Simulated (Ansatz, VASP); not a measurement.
## HfO2: VASP beside Ansatz

File INCAR:

```
SYSTEM = HfO2
  PREC = Accurate
  ENCUT = 520
  EDIFF = 1E-7
  ISMEAR = -1
  SIGMA = 0.05
  LREAL = .FALSE.
  LASPH = .TRUE.
  NELM = 80
  ALGO = Normal
  ISIF = 2
  LWAVE = .FALSE.
  LCHARG = .FALSE.
  GGA = PE
  NBANDS = 18
```

KPOINTS

```
regular mesh
0
G
  9 9 9
  0 0 0
```

The input POSCAR:

```
HfO2
1.0
    0.0000000000      2.5052914730      2.5052914730
    2.5052914730      0.0000000000      2.5052914730
    2.5052914730      2.5052914730      0.0000000000
Hf O
1 2
Direct
    0.0000000000      0.0000000000      0.0000000000
    0.7500000000      0.7500000000      0.7500000000
    0.2500000000      0.2500000000      0.2500000000
```

Contents of input.yaml:

```yaml
crystal:
  lattice:
    - [0.0, 2.505291473, 2.505291473]
    - [2.505291473, 0.0, 2.505291473]
    - [2.505291473, 2.505291473, 0.0]
  atoms:
    - { symbol: Hf, position: [0.0, 0.0, 0.0] }
    - { symbol: O, position: [0.75, 0.75, 0.75] }
    - { symbol: O, position: [0.25, 0.25, 0.25] }
hamiltonian:
  xc: pbe
  pseudopotentials: { kind: paw }
kpoints:
  mp_grid: { grid: [9, 9, 9] }
scf:
  occupations: { method: fermi_dirac, width: 0.05 }
output:
  forces: true
  stress: true
  eigenvalues: true
```

Change from the starting cell: volume scaled by 0.94.

Alike in both runs: task single point; functional PBE; k mesh 9 × 9 × 9; occupations fermi-dirac, width 0.05 eV; no spin polarisation.

```csv
,VASP,Ansatz
version,VASP 6.6.1,Ansatz 0.2.0
potentials or method,"VASP PAW PBE potentials, release 64 (Hf_pv, O)",Ansatz PAW
plane-wave cutoff (eV),520,420
valence electrons in the cell,22,38
```

Ansatz gave:

```
gap on the k mesh at the Fermi level (eV) : 3.99
least direct gap on the mesh (eV)         : 4.11
pressure (GPa)                            : 14.1
```

Q: What did VASP give for the same quantities?

A: gap on the k mesh at the Fermi level (eV): 4.01; least direct gap on the mesh (eV): 4.13; pressure (GPa): 10.0.

The two sets of potentials don't hold the same shells in valence.

Caveats: spin-orbit coupling is left out, which moves the levels of the heavy elements; an odd mesh through Γ misses points on the zone boundary, where band edges often lie (VASP); odd divisions of the mesh miss points on the zone boundary, where band edges often lie, so the gap on the mesh can be too wide (Ansatz); the pressure holds a Pulay correction of +0.9 GPa for the finite cutoff (Ansatz).
